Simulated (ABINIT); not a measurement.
# Ta (Im-3m) in ABINIT: a series of runs, part 2 of 2

ABINIT 10.8.3 (patched build). Earlier steps stand in the parts before.

**3. Equation of state, RPBE+D4**

Input file run.py:

```python
import json, os
import numpy as np
from ase.eos import EquationOfState
from ase.units import GPa
from ase.calculators.mixing import SumCalculator
from dftd4.ase import DFTD4
from ase.calculators.abinit import Abinit, AbinitProfile
from ase import Atoms

atoms = Atoms(['Ta'],
              cell=[[-1.65128, 1.65128, 1.65128], [1.65128, -1.65128, 1.65128], [1.65128, 1.65128, -1.65128]],
              scaled_positions=[[0.0, 0.0, 0.0]],
              pbc=True)

profile = AbinitProfile(command='abinit', pp_paths=[os.path.abspath('pseudos')])
params = dict(
    pps='pawxml', xc='PBE',
    ecut=517.0163,
    pawecutdg=1034.0327,
    kptopt=1,
    ngkpt=[11, 11, 11],
    nshiftk=1,
    shiftk=[0.0, 0.0, 0.0],
    ixc=15,
    nband=11,
    occopt=3,
    tsmear=0.05,
    nstep=100,
    tolvrs=1e-09,
    prtwf=0,
    prtden=0,
)

cell0 = atoms.cell.copy()
volumes, energies = [], []
for i, x in enumerate([0.94, 0.96, 0.98, 1.0, 1.02, 1.04, 1.06]):
    atoms.set_cell(cell0 * x ** (1 / 3), scale_atoms=True)
    atoms.calc = SumCalculator([Abinit(profile=profile, directory=f'v{i}', **params), DFTD4(method='rpbe')])
    volumes.append(atoms.get_volume() / len(atoms))
    dft, disp = atoms.calc.mixer.calcs
    energies.append((dft.get_property('free_energy', atoms) + disp.get_property('energy', atoms)) / len(atoms))
    print(f'{x:5.2f} {volumes[-1]:10.5f} A^3/atom {energies[-1]:14.6f} eV/atom', flush=True)
    json.dump(dict(volumes=volumes, energies=energies), open('results.json', 'w'))
v0, e0, b0 = EquationOfState(volumes, energies, eos='sjeos').fit()
print(f'V0 {v0:.4f} A^3/atom  E0 {e0:.6f} eV/atom  B0 {b0 / GPa:.2f} GPa')
```

Potentials or basis: JTH PAW PBE v2.0.

Command:

```
> python run.py
```

The program printed:

```text
0.94   16.92973 A^3/atom   -1602.797405 eV/atom
 0.96   17.28994 A^3/atom   -1602.826964 eV/atom
 0.98   17.65014 A^3/atom   -1602.844983 eV/atom
 1.00   18.01035 A^3/atom   -1602.853294 eV/atom
 1.02   18.37056 A^3/atom   -1602.851607 eV/atom
 1.04   18.73076 A^3/atom   -1602.843208 eV/atom
 1.06   19.09097 A^3/atom   -1602.825907 eV/atom
V0 18.1452 A^3/atom  E0 -1602.853747 eV/atom  B0 196.63 GPa
```

abinit.in:

```text
ecut 517.0163 eV
ixc 15
kptopt 1
natom 1
nband 11
ngkpt
11 11 11
nshiftk 1
nsppol 1
nstep 100
occopt 3
pawecutdg 1034.0327 eV
prtden 0
prtwf 0
shiftk
0.0 0.0 0.0
tolvrs 1e-09
tsmear 0.05 eV
#Definition of the unit cell
acell
1.00000000000000 1.00000000000000 1.00000000000000 Angstrom
rprim
-1.68366626140936 1.68366626140936 1.68366626140936
1.68366626140936 -1.68366626140936 1.68366626140936
1.68366626140936 1.68366626140936 -1.68366626140936
chkprim 0 # Allow non-primitive cells
#Definition of the atom types
ntypat 1
znucl 73
#Enumerate different atomic species
typat
 1
pseudos "./pseudos/Ta.GGA_PBE-JTH.xml"
#Definition of the atoms
xcart
0.00000000000000 0.00000000000000 0.00000000000000
chkexit 1 # abinit.exit file in the running directory terminates after the current SCF
```

abinit.abo:

```text
.Version 10.8.3 of ABINIT
 Symmetries : space group Im -3 m (#229); Bravais cI (body-center cubic)
================================================================================
 Values of the parameters that define the memory need of the present run
     intxc =       0    ionmov =       0      iscf =      17    lmnmax =      18
     lnmax =       6     mgfft =      24  mpssoang =       3    mqgrid =    3001
     natom =       1  nloc_mem =       2    nspden =       1   nspinor =       1
    nsppol =       1      nsym =      48    n1xccc =       1    ntypat =       1
    occopt =       3   xclevel =       2
       mpw =         525          nfft =       13824          nkpt =          56
 PAW method is used; the additional fine FFT grid is defined by:
   mgfftf=        32    nfftf =     32768
================================================================================
================================================================================

--------------------------------------------------------------------------------
------------- Echo of variables that govern the present computation ------------
--------------------------------------------------------------------------------
 -outvars: echo values of preprocessed input variables --------
            acell      1.8897261259E+00  1.8897261259E+00  1.8897261259E+00 Bohr
              amu      1.80947900E+02
          chkexit           1
          chkprim           0
             ecut      1.89999986E+01 Hartree
                       outvar_i_n : Printing only first  50 k-points.
              ixc          15
                       outvar_i_n : Printing only first  50 k-points.
         kptrlatt       11    0    0      0   11    0      0    0   11
[... 187 lines left out ...]
comment             : '"Double-counting" decomposition of free energy'
band_energy         : -1.22841933045625E+01
Ewald energy        : -4.83261004511963E+01
psp_core            :  7.76062419337381E+00
xc_dc               : -1.23435409760613E+01
PAW spherical_terms :  6.30882837587039E+00
internal            : -5.88843821625760E+01
'-kT*entropy'       : -4.19265402912843E-04
total_energy_dc     : -5.88848014279789E+01
total_energy_dc_eV  : -1.60233707567463E+03
...

--- !EnergyTermsWithPAWCore
iteration_state     : {dtset: 1, }
comment             : 'Components of total free energy, including PAW core contributions'
Total energy        : -1.56053783622817E+04
Total energy DC     : -1.56053783745030E+04
Total energy (eV)   : -4.24643978130722E+05
Total energy DC (eV): -4.24643978463282E+05
...

 Cartesian components of stress tensor (hartree/bohr^3)
  sigma(1 1)=  1.70748904E-04  sigma(3 2)=  0.00000000E+00
  sigma(2 2)=  1.70748904E-04  sigma(3 1)=  0.00000000E+00
  sigma(3 3)=  1.70748904E-04  sigma(2 1)=  0.00000000E+00

-Cartesian components of stress tensor (GPa)         [Pressure= -5.0236E+00 GPa]
- sigma(1 1)=  5.02360620E+00  sigma(3 2)=  0.00000000E+00
- sigma(2 2)=  5.02360620E+00  sigma(3 1)=  0.00000000E+00
- sigma(3 3)=  5.02360620E+00  sigma(2 1)=  0.00000000E+00

== END DATASET(S) ==============================================================
================================================================================

 -outvars: echo values of variables after computation  --------
            acell      1.8897261259E+00  1.8897261259E+00  1.8897261259E+00 Bohr
           etotal     -5.8884801428E+01
            fcart     -0.0000000000E+00 -0.0000000000E+00 -0.0000000000E+00
            rprim     -1.6836662614E+00  1.6836662614E+00  1.6836662614E+00
                       1.6836662614E+00 -1.6836662614E+00  1.6836662614E+00
                       1.6836662614E+00  1.6836662614E+00 -1.6836662614E+00
           strten      1.7074890420E-04  1.7074890420E-04  1.7074890420E-04
                       0.0000000000E+00  0.0000000000E+00  0.0000000000E+00
 Calculation completed.
```

Wall time 71 s (1 thread of Arm Neoverse V2, shared host); peak memory 0.09 GiB.

Results:

- Equilibrium volume: 18.15 Å³/atom
- Bulk modulus: 197 GPa
- Pressure derivative of the bulk modulus: 4.2 (rough: it moves with the points fitted)

Energy against volume, from the lowest point:
```csv
volume (Å³/atom),energy (meV/atom)
16.930,55.89
17.290,26.33
17.650,8.31
18.010,0.00
18.371,1.69
18.731,10.09
19.091,27.39
```

Caveat: pressures at fixed basis lie under the slope of the energies; the log and the count of SCF iterations are those of the last ABINIT call alone; the PAW data sets were made with another functional, which shifts forces and pressure a little.

**4. Equation of state, PW91+D3(BJ)**

Changes to run.py since step 3:

```diff
@@ -5,3 +5,3 @@
 from ase.calculators.mixing import SumCalculator
-from dftd4.ase import DFTD4
+from dftd3.ase import DFTD3
 from ase.calculators.abinit import Abinit, AbinitProfile
@@ -23,3 +23,3 @@
     shiftk=[0.0, 0.0, 0.0],
-    ixc=15,
+    ixc=-109134,
     nband=11,
@@ -37,3 +37,3 @@
     atoms.set_cell(cell0 * x ** (1 / 3), scale_atoms=True)
-    atoms.calc = SumCalculator([Abinit(profile=profile, directory=f'v{i}', **params), DFTD4(method='rpbe')])
+    atoms.calc = SumCalculator([Abinit(profile=profile, directory=f'v{i}', **params), DFTD3(method='pw91', damping='d3bj')])
     volumes.append(atoms.get_volume() / len(atoms))
```

Command:

```
> python run.py
```

Wall time 78 s (1 thread of Arm Neoverse V2, shared host); peak memory 0.09 GiB.

It converged, with:

- Equilibrium volume: 17.89 Å³/atom (rough: see the caveat)
- Bulk modulus: 205 GPa (rough)

Energy against volume, from the lowest point:
```
volume (Å³/atom)  energy (meV/atom)
          16.930              36.48
          17.290              14.27
          17.650               2.73
          18.010               0.00
          18.371               8.43
          18.731              23.69
          19.091              46.16
```

Caveat: pressures at fixed basis lie under the slope of the energies; the fit is doubtful: noisy points or a state that changes with volume; the log and the count of SCF iterations are those of the last ABINIT call alone; the PAW data sets were made with another functional, which shifts forces and pressure a little.

**5. Band structure, revPBE**

Input file run.abi:

```
# Datasets: ground state, then fixed potential
ndtset 2

# Pseudopotentials
pp_dirpath "./"
pseudos "Ta.GGA_PBE-JTH.xml"

# Structure
acell 3*1.0 Angstrom
rprim
    -1.6512800000     1.6512800000     1.6512800000
     1.6512800000    -1.6512800000     1.6512800000
     1.6512800000     1.6512800000    -1.6512800000
ntypat 1
znucl 73
natom 1
typat 1
xred
     0.0000000000     0.0000000000     0.0000000000

# Plane-wave basis
ecut 19.0
pawecutdg 38.0

# Exchange and correlation
ixc 14

# Bands and occupations
occopt 3
tsmear 0.05 eV

# SCF cycle
nstep 100

# Output
iomode 3
prtwf 0
prteig 0
prtebands 0
prtden1 1

# Dataset 1
kptopt1 1
ngkpt1 11 11 11
nshiftk1 1
shiftk1 0.0 0.0 0.0
nband1 11
tolvrs1 1.0e-9

# Dataset 2: bands along G-H-N-G-P-H
iscf2 -2
getden2 1
nband2 17
nbdbuf2 4
tolwfr2 1.0e-11
kptopt2 -5
ndivsm2 6
prteig2 1
prtvol2 -3
kptbounds2
     0.0000000000     0.0000000000     0.0000000000
     0.5000000000    -0.5000000000     0.5000000000
     0.0000000000     0.0000000000     0.5000000000
     0.0000000000     0.0000000000     0.0000000000
     0.2500000000     0.2500000000     0.2500000000
     0.5000000000    -0.5000000000     0.5000000000
```

Command:

```
> abinit run.abi > log 2>&1
```

Run time: 12 s. Hardware: 1 thread of Arm Neoverse V2, shared host; peak memory 0.1 GiB.

It converged, with:

| Item | Value |
| --- | --- |
| Free energy | -1602.7877 eV |
| Pressure | 4.9 GPa |
| Band gap on the k mesh | none (metal or under the smearing width) |
| Valence electrons inside the program's atomic spheres | Ta 10.66 (radii [1.2805] Å) |

Levels at the corners of the path, in eV from the Fermi level:
```tsv
point	band 2	band 3	band 4	band 5	band 6	band 7	band 8	band 9	band 10	band 11
Γ	-33.07	-33.07	-33.07	-7.92	0.76	0.76	0.76	4.04	4.04	14.93
H	-33.89	-33.89	-33.89	-3.79	-3.79	6.87	6.87	6.87	8.62	8.62
N	-34.25	-33.45	-33.08	-4.37	-1.52	1.56	3.93	4.96	7.83	11.77
Γ	-33.07	-33.07	-33.07	-7.92	0.76	0.76	0.76	4.04	4.04	14.93
P	-33.66	-33.66	-33.66	-1.23	-1.23	-1.23	5.13	5.13	7.14	12.84
H	-33.89	-33.89	-33.89	-3.79	-3.79	6.87	6.87	6.87	8.62	8.62
```

Caveat: the PAW data sets were made with another functional, which shifts forces and pressure a little; spin-orbit coupling is left out, which moves the levels of the heavy elements.

**6. Band structure, PBEsol**

Input file run.abi:

```
ndtset 2

pp_dirpath "./"
pseudos "Ta.upf"

acell 3*1.0
rprim
    -3.1204669551     3.1204669551     3.1204669551
     3.1204669551    -3.1204669551     3.1204669551
     3.1204669551     3.1204669551    -3.1204669551
ntypat 1
znucl 73
natom 1
typat 1
xred
     0.0000000000     0.0000000000     0.0000000000

ecut 29.0

ixc -116133

occopt 3
tsmear 0.00183747

nstep 100

iomode 3
prtwf 0
prteig 0
prtebands 0
enunit 1
prtden1 1

kptopt1 1
ngkpt1 11 11 11
nshiftk1 1
shiftk1 0.0 0.0 0.0
nband1 11
tolvrs1 1.0e-10

iscf2 -2
getden2 1
nband2 17
nbdbuf2 4
tolwfr2 1.0e-11
kptopt2 -5
ndivsm2 8
prteig2 1
kptbounds2
     0.0000000000     0.0000000000     0.0000000000
     0.5000000000    -0.5000000000     0.5000000000
     0.0000000000     0.0000000000     0.5000000000
     0.0000000000     0.0000000000     0.0000000000
     0.2500000000     0.2500000000     0.2500000000
     0.5000000000    -0.5000000000     0.5000000000
```

Potentials or basis: PseudoDojo NC SR PBEsol v0.4.1 standard.

Command:

```
> abinit run.abi > log 2>&1
```

Run time: 19 s. Hardware: 1 thread of Arm Neoverse V2, shared host; peak memory 0.1 GiB.

Results (log left out):

* Free energy: -1770.9656 eV
* Pressure: -4.2 GPa
* Band gap on the k mesh: none (metal or under the smearing width)
* Valence electrons inside the program's atomic spheres: Ta 9.25 (radii [1.0584] Å)

Levels at the corners of the path, in eV from the Fermi level:
```
point  band 4  band 5  band 6  band 7  band 8  band 9
    Γ  -33.01   -7.91    0.73    0.73    0.73    4.00
    H  -33.83   -3.80   -3.80    6.85    6.85    6.85
    N  -33.02   -4.38   -1.54    1.61    3.88    4.91
    Γ  -33.01   -7.91    0.73    0.73    0.73    4.00
    P  -33.61   -1.22   -1.22   -1.22    5.09    5.09
    H  -33.83   -3.80   -3.80    6.85    6.85    6.85
```

Caveat: spin-orbit coupling is left out, which moves the levels of the heavy elements.

**7. Overview**

```csv
task,level,potentials or basis,cutoff (eV),fine-grid cutoff,dispersion computed by,gap on the mesh (eV),pressure (GPa),V0 of scaled cells (Å³/atom),B0 (GPa)
equation of state,BLYP+D3(BJ),JTH PAW PBE v2.0,517,1034.03 eV,-,-,-,17.47,215
equation of state,RPBE+D4,JTH PAW PBE v2.0,517,1034.03 eV,dftd4 4.3.1,-,-,18.15,197
equation of state,PW91+D3(BJ),JTH PAW PBE v2.0,517,1034.03 eV,simple-dftd3 1.7.0,-,-,-,-
band structure,revPBE,JTH PAW PBE v2.0,517,1034.03 eV,-,none,4.9,-,-
band structure,PBEsol,PseudoDojo NC SR PBEsol v0.4.1 standard,789,-,-,none,-4.2,-,-
```

Alike in all rows: no spin polarisation; cell as given; k mesh 11 × 11 × 11; smearing fermi-dirac 0.05 eV.

Caveats: the PAW data sets were made with another functional, which shifts forces and pressure a little (some runs); pressures at fixed basis lie under the slope of the energies (some runs); spin-orbit coupling is left out, which moves the levels of the heavy elements (some runs); the fit is doubtful: noisy points or a state that changes with volume (some runs).

Absolute energies hang on the potentials; compare differences alone.

**8. Comparison with measurements**

Step 2. A measured bulk modulus of Ta is 194 GPa (quoted in “Pressure effects on the electronic structure and superconductivity of (TaNb)0.67(HfZrTi)0.33 high entropy alloy”, 2019, arxiv:1910.08312); the calculated 215 GPa misses it by +10.8 %. The fit is for a static lattice scaled at fixed shape and fixed fractional positions.

Step 3. A measured bulk modulus of Ta is 194 GPa (quoted in “Refinement of the equation of state of tantalum”, 2004, arxiv:cond-mat/0403080); the calculated 197 GPa misses it by +1.3 %. The fit is for a static lattice scaled at fixed shape and fixed fractional positions.
